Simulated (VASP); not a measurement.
AlAs, 2 atoms in the cell. Symmetry: F-43m, No. 216, cubic system. Conventional cell: a = 5.676 Å, b = 5.676 Å, c = 5.676 Å, α = 90.00°, β = 90.00°, γ = 90.00°. Al (site symmetry -43m) is surrounded by 4 As at 2.46 Å. As (site symmetry -43m) is surrounded by 4 Al at 2.46 Å. The cell was built by a generator and needn't be a form met in nature.

* Program: VASP 6.6.1
* Task: relaxation of cell and atoms
* Functional: r2SCAN
* Potentials or basis: VASP PAW PBE potentials, release 64 (Al, As)
* Cutoff: 600 eV
* k mesh: 10 × 10 × 10
* Occupations: gaussian, width 0.03 eV
* Spin: no spin polarisation
* Further INCAR settings: ALGO = Normal; EDIFF = 1e-07; IBRION = 2; EDIFFG = -0.005; NSW = 90; ISIF = 3

Potentials or basis: VASP PAW PBE potentials, release 64 (Al, As).

Launch:

```sh
$ cat potpaw_PBE.64/Al/POTCAR potpaw_PBE.64/As/POTCAR > POTCAR
$ mpirun -np 1 vasp_std > vasp.out
```

Hardware: 1 thread of Intel(R) Xeon(R) Platinum 8488C (Sapphire Rapids), on a shared host.

How long does it take, and how much memory?

Run time: 54 s on 1 thread of Intel(R) Xeon(R) Platinum 8488C (Sapphire Rapids), on a shared host, peak memory 0.2 GiB. Counts: scf iterations 18, k points 47, ion steps 1.
